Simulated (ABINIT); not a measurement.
The system is BN.

```xyz
2
Lattice="0.0000 1.8130 1.8130 1.8130 0.0000 1.8130 1.8130 1.8130 0.0000" Properties=species:S:1:pos:R:3 pbc="T T T"
N     0.9065    0.9065    0.9065
B     0.0000    0.0000    0.0000
```

The cell is a database's computed one.

Base run:

| Quantity | Value |
| --- | --- |
| Program | ABINIT 10.8.3 (patched build) |
| Functional | PBE |
| Potentials or basis | JTH PAW PBE v2.0 |
| Cutoff | 680 eV |
| k mesh | 17 × 17 × 17 |
| Occupations | fermi-dirac, width 0.05 eV |
| Spin | no spin polarisation |

Its results: band gap on the k mesh 4.49 eV, indirect (least direct gap 8.76 eV).

The run is repeated on the same cell with these changes: potentials or basis from JTH PAW PBE v2.0 to SG15 NC PBE v1.2; cutoff from 680 eV to 1143 eV; k mesh from 17 × 17 × 17 to 13 × 13 × 13. What comes out?

Band gap on the k mesh 4.60 eV, indirect (least direct gap 8.76 eV).

Caveats: an odd mesh through Γ misses points on the zone boundary, where band edges often lie (some runs).
